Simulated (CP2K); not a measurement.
Nb:

```
CELL_PARAMETERS angstrom
2.88205 0.00000 0.00000
-0.96068 2.71722 0.00000
-0.96068 -1.35861 2.35318
ATOMIC_POSITIONS crystal
Nb 0.00000 0.00000 0.00000
```

Base run:

- Program: CP2K 2026.2
- Functional: PBEsol
- Potentials or basis: POTENTIAL_UZH Nb GTH-PBE-q13; TZVP-MOLOPT-PBE-GTH basis
- Density cutoff: 9184 eV
- k mesh: 11 × 11 × 11
- Occupations: fermi-dirac, width 0.05 eV
- Spin: no spin polarisation

Its results: band gap on the k mesh none (metal or under the smearing width); pressure -6.4 GPa.

Question: The run is repeated on the same cell with these changes: functional from PBEsol to LDA. What comes out?

Answer: Band gap on the k mesh none (metal or under the smearing width); pressure -9.6 GPa.

LDA binds more tightly than PBEsol, so the same cell stands under less pressure.

Caveats: the potentials were made for another functional, which shifts forces and pressure; the basis of atomic orbitals isn't converged, which shifts pressures, moduli and gaps.
